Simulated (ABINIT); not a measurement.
# CdS (Greenockite) (P6_3mc) in ABINIT: equation of state

How stiff is CdS (Greenockite) in PBE, and what volume does it want? The cell is scaled to several volumes.

All numbers are computed with ABINIT 10.8.3 (patched build); they aren't measurements. Logs are shortened: lines on timing, memory, paths and dates and some standing lists are left out, and cuts for length are marked. The log counts tension as positive stress, the text compression.

### 1 Starting point

Symmetry: P6_3mc, No. 186, hexagonal system. The conventional cell has a = 4.150 Å, b = 4.150 Å, c = 6.737 Å, α = 90.00°, β = 90.00°, γ = 120.00°. Cd (site symmetry 3m) has 4 S at 2.53 to 2.54 Å as nearest neighbours. S (site symmetry 3m) has 4 Cd at 2.53 to 2.54 Å as nearest neighbours.

### 2 Equation of state, PBE

run.abi reads:

```
# Datasets: one volume each
ndtset 7
getwfk -1
scalecart1 3*0.9795861087
scalecart2 3*0.9864848297
scalecart3 3*0.9932883884
scalecart4 3*1.0000000000
scalecart5 3*1.0066227096
scalecart6 3*1.0131594038
scalecart7 3*1.0196128224

# Pseudopotentials
pp_dirpath "./"
pseudos "Cd.GGA_PBE-JTH.xml, S.GGA_PBE-JTH.xml"

# Structure
acell 4.15 4.15 6.737 Angstrom
rprim
     1.0000000000     0.0000000000     0.0000000000
    -0.5000000000     0.8660254038     0.0000000000
     0.0000000000     0.0000000000     1.0000000000
ntypat 2
znucl 48 16
natom 4
typat 1 1 2 2
xred
     0.6666666667     0.3333333333     0.5000000000
     0.3333333333     0.6666666667     0.0000000000
     0.6666666667     0.3333333333     0.8750000000
     0.3333333333     0.6666666667     0.3750000000

# Plane-wave basis
ecut 598.650497 eV
pawecutdg 44.0

# k points
kptopt 1
ngkpt 7 7 4
nshiftk 1
shiftk 0.0 0.0 0.0

# Exchange and correlation
ixc 11

# Bands and occupations
nband 22
occopt 3
tsmear 0.05 eV

# SCF cycle
nstep 100
tolvrs 1.0e-9

# Output
iomode 3
prtwf 1
prtden 0
prteig 0
prtebands 0
enunit 1
```

Potentials or basis: JTH PAW PBE v2.0.

Command:

```
> abinit run.abi > log 2>&1
```

run.abo:

```text
.Version 10.8.3 of ABINIT
 DATASET    1 : space group P6_3 m c (#186); Bravais hP (primitive hexag.)
================================================================================
 Values of the parameters that define the memory need for DATASET  1.
     intxc =       0    ionmov =       0      iscf =      17    lmnmax =      18
     lnmax =       6     mgfft =      54  mpssoang =       3    mqgrid =    3724
     natom =       4  nloc_mem =       2    nspden =       1   nspinor =       1
    nsppol =       1      nsym =      12    n1xccc =       1    ntypat =       2
    occopt =       3   xclevel =       2
       mpw =        3164          nfft =       69984          nkpt =          24
 PAW method is used; the additional fine FFT grid is defined by:
   mgfftf=        80    nfftf =    184320
================================================================================
================================================================================
[... 71 lines left out ...]
 DATASET    7 : space group P6_3 m c (#186); Bravais hP (primitive hexag.)
================================================================================
 Values of the parameters that define the memory need for DATASET  7.
     intxc =       0    ionmov =       0      iscf =      17    lmnmax =      18
     lnmax =       6     mgfft =      60  mpssoang =       3    mqgrid =    3877
     natom =       4  nloc_mem =       2    nspden =       1   nspinor =       1
    nsppol =       1      nsym =      12    n1xccc =       1    ntypat =       2
    occopt =       3   xclevel =       2
       mpw =        3579          nfft =       77760          nkpt =          24
 PAW method is used; the additional fine FFT grid is defined by:
   mgfftf=        80    nfftf =    184320
================================================================================
================================================================================

--------------------------------------------------------------------------------
------------- Echo of variables that govern the present computation ------------
--------------------------------------------------------------------------------
 -outvars: echo values of preprocessed input variables --------
            acell      7.8423634225E+00  7.8423634225E+00  1.2731084910E+01 Bohr
              amu      1.12411000E+02  3.20660000E+01
             ecut      2.20000000E+01 Hartree
           enunit           1
           getwfk          -1
              ixc          11
           jdtset        1    2    3    4    5    6    7
         kptrlatt        7    0    0      0    7    0      0    0    4
          kptrlen1     4.98847757E+01
          kptrlen2     5.02360885E+01
          kptrlen3     5.05825553E+01
          kptrlen4     5.09243396E+01
          kptrlen5     5.12615968E+01
          kptrlen6     5.15944736E+01
          kptrlen7     5.19231097E+01
            natom           4
[... 99 lines left out ...]
                      -1.0361373667E-15  4.6165933867E+00  0.0000000000E+00
                       3.9980871518E+00  2.3082966934E+00  1.1358180240E+01
                      -1.0361373667E-15  4.6165933867E+00  4.8677915316E+00
             xred      6.6666666667E-01  3.3333333333E-01  5.0000000000E-01
                       3.3333333333E-01  6.6666666667E-01  0.0000000000E+00
                       6.6666666667E-01  3.3333333333E-01  8.7500000000E-01
                       3.3333333333E-01  6.6666666667E-01  3.7500000000E-01
            znucl       48.00000   16.00000

================================================================================

 chkinp: Checking input parameters for consistency, jdtset=   1.

 chkinp: Checking input parameters for consistency, jdtset=   2.
[... 52 lines left out ...]
- pspini: atom type   2  psp file is ./S.GGA_PBE-JTH.xml
 Pseudopotential format is: paw10
 basis_size (lnmax)=  4 (lmn_size=  8), orbitals=   0   0   1   1
 Spheres core radius: rc_sph= 1.90380259
 Shapefunction is SIN type: shapef(r)=[sin(pi*r/rshp)/(pi*r/rshp)]**2
 Radius for shape functions =  1.40128485
 Compensation charge density is not taken into account in XC energy/potential

   2.09295105E+03                                ecore*ucvol(ha*bohr**3)
--------------------------------------------------------------------------------

[... 1471 lines left out ...]
-Cartesian components of stress tensor (GPa)         [Pressure= -1.0856E+00 GPa]
- sigma(1 1)=  1.24060975E+00  sigma(3 2)=  0.00000000E+00
- sigma(2 2)=  1.24060975E+00  sigma(3 1)=  0.00000000E+00
- sigma(3 3)=  7.75645231E-01  sigma(2 1)=  0.00000000E+00

== END DATASET(S) ==============================================================
================================================================================

 -outvars: echo values of variables after computation  --------
            acell      7.8423634225E+00  7.8423634225E+00  1.2731084910E+01 Bohr
           etotal1    -1.1584065592E+02
           etotal2    -1.1584330037E+02
           etotal3    -1.1584522946E+02
           etotal4    -1.1584650900E+02
           etotal5    -1.1584720953E+02
           etotal6    -1.1584739446E+02
           etotal7    -1.1584711666E+02
            fcart1     2.8040098869E-28  1.6188958630E-28 -1.5736807568E-03
                      -2.8040098869E-28 -1.6188958630E-28 -1.5736807568E-03
                       2.8040098869E-28  1.6188958630E-28  1.5736807568E-03
                      -2.8040098869E-28 -1.6188958630E-28  1.5736807568E-03
            fcart2    -2.7844007846E-28 -1.6075745425E-28 -1.4877887886E-03
                       2.7844007846E-28  1.6075745425E-28 -1.4877887886E-03
                      -0.0000000000E+00 -0.0000000000E+00  1.4877887886E-03
                      -0.0000000000E+00 -0.0000000000E+00  1.4877887886E-03
            fcart3     5.5306578953E-28  3.1931268246E-28 -1.4055302645E-03
                      -5.5306578953E-28 -3.1931268246E-28 -1.4055302645E-03
[... 66 lines left out ...]
                       7.0616276948E-17  2.3960036172E+00  0.0000000000E+00
                       2.0750000000E+00  1.1980018086E+00  5.8948750000E+00
                       7.0616276948E-17  2.3960036172E+00  2.5263750000E+00
           xangst5     2.0887421224E+00  1.2059358267E+00  3.3908085973E+00
                       7.9368939640E-17  2.4118716533E+00  0.0000000000E+00
                       2.0887421224E+00  1.2059358267E+00  5.9339150453E+00
                       7.9368939640E-17  2.4118716533E+00  2.5431064480E+00
           xangst6     2.1023057629E+00  1.2137667981E+00  3.4128274517E+00
                      -2.6651050424E-18  2.4275335963E+00  0.0000000000E+00
                       2.1023057629E+00  1.2137667981E+00  5.9724480405E+00
                      -2.6651050424E-18  2.4275335963E+00  2.5596205888E+00
           xangst7     2.1156966065E+00  1.2214980053E+00  3.4345657923E+00
                      -5.4830028146E-16  2.4429960106E+00  0.0000000000E+00
                       2.1156966065E+00  1.2214980053E+00  6.0104901364E+00
                      -5.4830028146E-16  2.4429960106E+00  2.5759243442E+00
             xred      6.6666666667E-01  3.3333333333E-01  5.0000000000E-01
                       3.3333333333E-01  6.6666666667E-01  0.0000000000E+00
                       6.6666666667E-01  3.3333333333E-01  8.7500000000E-01
                       3.3333333333E-01  6.6666666667E-01  3.7500000000E-01
 Calculation completed.
```

Wall time 7.8 min (1 thread of Arm Neoverse V2, shared host); peak memory 0.23 GiB.

What came out:

```yaml
Equilibrium_volume: 26.07 Å³/atom
Bulk_modulus_at_fixed_shape_and_positions: 53 GPa
Pressure_derivative_of_the_bulk_modulus: 4.7
```

Energy against volume, from the lowest point:
```
volume (Å³/atom)  energy (meV/atom)
          23.614              45.84
          24.116              27.85
          24.618              14.73
          25.121               6.02
          25.623               1.26
          26.126               0.00
          26.628               1.89
```

Caveat: pressures at fixed basis lie under the slope of the energies; the cell was scaled at fixed shape and fractional positions, which overstates the stiffness of a crystal with free parameters, most of all of layers and chains.
